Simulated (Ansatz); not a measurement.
Task: a G0W0 quasiparticle calculation of MgO, space group P-6m2, with Ansatz 0.2.0 through its Python package. Give the script and its output. Use: PBEsol, PAW, cutoff 380 eV, 3×3×3 k-points, fixed occupations.

```yaml
crystal:
  lattice:
    - [2.93802, 0.00000, 0.00000]
    - [-1.46901, 2.54440, 0.00000]
    - [0.00000, 0.00000, 2.67968]
  atoms:
    - { symbol: Mg, position: [0.00000, 0.00000, 0.00000] }
    - { symbol: O, position: [0.33333, 0.66667, 0.50000] }
```

`gw.py`
```python
"""Quasiparticle gap of MgO by G0W0."""

import ansatz as az
from pymatgen.core import Lattice, Structure
from pymatgen.io.ase import AseAtomsAdaptor


def main() -> None:
    pmg_structure = Structure(
        Lattice([(2.93802, 0.0, 0.0), (-1.46901, 2.5444, 0.0), (0.0, 0.0, 2.67968)]),
        ["Mg", "O"],
        [
            (0.0, 0.0, 0.0),
            (1 / 3, 2 / 3, 0.5),
        ],
    )
    mgo = az.Crystal.from_ase(AseAtomsAdaptor.get_atoms(pmg_structure))

    setup = mgo.calculation()
    setup = setup.kpoints(3, 3, 3).scf(max_iterations=80)
    setup = setup.functional("PBEsol")
    setup = setup.basis(380)
    setup = setup.occupations("fixed")
    setup = setup.gw(empty_bands=80, screening_cutoff=150, quasiparticle_bands=("v3", "c1"))
    events = []
    res = setup.session().plan().execute(on_event=events.append, runs_dir="gw_run")
    gw = next(e["data"] for e in events if e["event"] == "gw_qp")
    top = gw["frontier_bands"]["highest_filled_band"]
    for qp in gw["qp"]:
        if qp["ik"] == 0:
            print("band", qp["band"], "shift", round(qp["e_qp_ev"] - qp["eps_ks_ev"], 3), "eV, Z =", round(qp["z"], 3))
    for key, label in (("eps_ks_ev", "Kohn-Sham"), ("e_qp_ev", "G0W0")):
        filled = max(qp[key] for qp in gw["qp"] if qp["band"] <= top)
        empty = min(qp[key] for qp in gw["qp"] if qp["band"] > top)
        print(f"{label} gap on the mesh: {empty - filled:.3f} eV")
    print("static dielectric eigenvalues (RPA, this mesh):", [round(e, 3) for e in gw["screening"][0]["eps_tensor_eigenvalues"]])


if __name__ == "__main__":
    main()
```

```console
$ python gw.py
DeckWarning: basis.ecutwfc = 380 eV is below the records' recommended 420 eV, and the density's cutoff is lower with it unless basis.ecutrho_ratio is high enough to keep the records' density cutoff: compare with a run at a higher cutoff
band 6 shift -1.112 eV, Z = 0.786
band 7 shift -1.112 eV, Z = 0.786
band 8 shift -1.125 eV, Z = 0.786
band 9 shift 0.85 eV, Z = 0.835
Kohn-Sham gap on the mesh: 2.849 eV
G0W0 gap on the mesh: 4.762 eV
static dielectric eigenvalues (RPA, this mesh): [4.592, 4.592, 4.907]
```
(Warnings from the package without file and line.)

These settings explore the input space; cutoff and mesh may be short of convergence. The cutoff lies under the one recommended for these potentials. The k-point mesh is coarse, and energy and stress weren't tested for convergence. This cell is a computed structure, which may not be the phase found in nature. Mesh, empty bands and screening cutoff are small, so the quasiparticle gap isn't converged, and it is read on the mesh points alone. Spin-orbit coupling is left out, which matters for heavy elements. Finished in 3.5 s on 1 thread of AMD EPYC 7R43 64-Core Processor (Zen 3), with other jobs on the host, peak memory 0.42 GiB.

(Lines on the test bed's own set-up are left out of the output.)
